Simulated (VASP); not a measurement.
A run of VASP 6.6.1 is set up as follows.

File INCAR:

```
PREC     = Accurate       # precision mode
ENCUT    = 520            # plane-wave cutoff, eV
EDIFF    = 1E-6           # SCF threshold, eV
ISMEAR   = 0              # smearing method
SIGMA    = 0.01           # smearing width, eV
LREAL    = False          # projectors in reciprocal space
LASPH    = True           # aspherical terms in the spheres
NELM     = 100            # most SCF steps
ALGO     = Normal         # electronic algorithm
ISIF     = 2              # what is computed and relaxed
LWAVE    = False          # write WAVECAR
LCHARG   = True           # write CHGCAR
GGA      = PS             # functional
LELF     = True           # ELF
LVHAR    = True         
NBANDS   = 16             # bands
```

File KPOINTS:

```
regular mesh
0
Gamma
  10 10 10
```

POSCAR

```
InP
1.0
    0.0000000000      2.9390910315      2.9390910315
    2.9390910315      0.0000000000      2.9390910315
    2.9390910315      2.9390910315      0.0000000000
In P
1 1
Direct
    0.0000000000      0.0000000000      0.0000000000
    0.2500000000      0.2500000000      0.2500000000
```

Potentials or basis: VASP PAW PBE potentials, release 64 (In_d, P).

Run with:

```sh
$ cat potpaw_PBE.64/In_d/POTCAR potpaw_PBE.64/P/POTCAR > POTCAR
$ mpirun -np 1 vasp_std > vasp.out
```

Problem. Estimate the pressure.

Solution. 0.0 GPa.

Problem. Estimate the band gap on the k mesh.

Solution. 0.57 eV, direct.

Caveat: the PAW data sets were made with another functional, which shifts forces and pressure a little; spin-orbit coupling is left out, which moves the levels of the heavy elements.
